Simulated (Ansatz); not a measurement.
SiC in the zincblende structure, relaxed with r2SCAN in the plane-wave code Ansatz. The symmetry is F-43m (No. 216, cubic); a = 4.356 Å in the conventional setting, 10.33 Å³ an atom. Around Si lie 4 C at 1.89 Å; around C lie 4 Si at 1.89 Å.

The axes x, y and z are those of this cell:
```
Si C
1.0
     0.00000    2.17805    2.17805
     2.17805    0.00000    2.17805
     2.17805    2.17805    0.00000
Si C
1 1
Direct
  0.00000 0.00000 0.00000
  0.25000 0.25000 0.25000
```

Unstrained: PBE gives an indirect gap of 1.358 eV, from Γ to X; the least direct gap is 4.547 eV at X. The r2SCAN gap is indirect, 1.713 eV (Γ to X), below the direct gap of 5.048 eV at X. With HSE06 the valence top lies at Γ and the conduction bottom at X, 2.227 eV higher; the smallest vertical gap, at X, is 5.720 eV. Meshes: PBE 10×10×10, r2SCAN 10×10×10, HSE06 8×8×8. Strains are changes of length per length, and xy shears are angles. After each strain the atoms were relaxed again with r2SCAN within the symmetry that the strain leaves, so tilts or polar shifts that break it weren't tested; points keep the names that they have in the unstrained zone. The values are computed, spin-unpolarised, and not measurements.

Task: Estimate what epitaxial +0.37 % in the xy plane, free normal strain -0.23 % does to the gap.

Result: PBE: the gap goes from 1.358 to 1.300 eV (-0.058 eV); with r2SCAN the top three valence levels at Γ, degenerate before, become 1+2 from the top over 42 meV. r2SCAN: the gap goes from 1.713 to 1.651 eV (-0.062 eV). HSE06: the gap goes from 2.227 to 2.164 eV (-0.063 eV). The r2SCAN energy rises by 0.4 meV an atom.

Task: Apply uniaxial -5.82 % along [111], other directions held. How far does the gap move, against the unstrained cell?

Result: PBE: the gap goes from 1.358 to 0.775 eV (-0.583 eV); with r2SCAN the top three valence levels at Γ, degenerate before, become 1+2 from the top over 660 meV. r2SCAN: the gap goes from 1.713 to 1.124 eV (-0.589 eV). HSE06: the gap goes from 2.227 to 1.657 eV (-0.570 eV). The r2SCAN energy rises by 68.6 meV an atom.

Task: Estimate what xy shear, engineering strain (angle) -4.87 % does to the gap.

Result: PBE: the gap goes from 1.358 to 1.003 eV (-0.355 eV); with r2SCAN the top three valence levels at Γ, degenerate before, become 1+1+1 from the top over 476 meV. r2SCAN: the gap goes from 1.713 to 1.343 eV (-0.370 eV). HSE06: the gap goes from 2.227 to 1.871 eV (-0.356 eV). The r2SCAN energy rises by 20.0 meV an atom.

The meshes of the hybrids are coarse, so their gaps aren't converged to the digits shown.

The splittings at Γ are without spin-orbit coupling, which regroups them where it is of like size or larger.
